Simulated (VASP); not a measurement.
Crystal: Pm.

```
CELL_PARAMETERS angstrom
0.00000 2.58417 2.58417
2.58417 0.00000 2.58417
5.16835 5.16835 0.00000
ATOMIC_POSITIONS crystal
Pm 0.00000 0.00000 0.00000
Pm 0.00000 0.00000 0.50000
```

This isn't the form of Pm at room conditions, which is double hcp.

Base run:

```yaml
Program: VASP 6.6.1
Functional: r2SCAN
Potentials_or_basis: VASP PAW PBE potentials, release 64 (Pm)
Cutoff: 520 eV
k_mesh: 7 × 7 × 7
Occupations: fermi-dirac, width 0.05 eV
Spin: collinear spin, ferromagnetic start
Starting_moments: "[5.5, 5.5] μB"
Hubbard_terms: Pm f U = 6 eV
```

Its results: band gap on the k mesh none (metal or under the smearing width); pressure 2.4 GPa; net moment 10.74 μB per cell; site moments Pm +4.60 μB.

Task: The run is repeated on the same cell with these changes: moments at the start from [5.5, 5.5] to [4.0, 4.0]. What comes out?

Result: Band gap on the k mesh none (metal or under the smearing width); pressure 1.7 GPa; net moment 10.19 μB per cell; site moments Pm +4.35 μB.

Caveats: the magnetic or orbital state may not be the lowest; the PAW data sets were made with another functional, which shifts forces and pressure a little; spin-orbit coupling is left out, which moves the levels of the heavy elements; the U is typed as a test and isn't derived for this compound.
